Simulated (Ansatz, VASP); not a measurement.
# Ni in VASP and in Ansatz

```
Ni
1.0
     0.00000    1.75960    1.75960
     1.75960    0.00000    1.75960
     1.75960    1.75960    0.00000
Ni
1
Direct
  0.00000 0.00000 0.00000
```

Alike in both runs: functional PBE; k mesh 18 × 18 × 18; occupations fermi-dirac, width 0.08 eV; collinear spin.

Ansatz relaxed the structure, and its values are those at the end. VASP's run is a single point on that final structure, the one shown.

|  | VASP | Ansatz |
| --- | --- | --- |
| version | VASP 6.6.1 | Ansatz 0.2.0 |
| potentials or method | VASP PAW PBE potentials, release 64 (Ni) | PAW with Ansatz's default frozen-core files, scalar-relativistic |
| plane-wave cutoff (eV) | 520 | 420 |
| valence electrons in the cell | 10 | 18 |

```csv
,VASP,Ansatz,Ansatz less VASP
pressure (GPa),0.0,0.0,+0.04
net moment per atom (μB),0.61,0.62,+0.009
size of the moment on the site where the two differ most (μB),0.63,0.66,+0.035
```

Site moments also hang on the region over which each program counts them. The functional is the same, so the differences come from potentials, cutoffs and numerics. The two sets of potentials don't hold the same shells in valence.
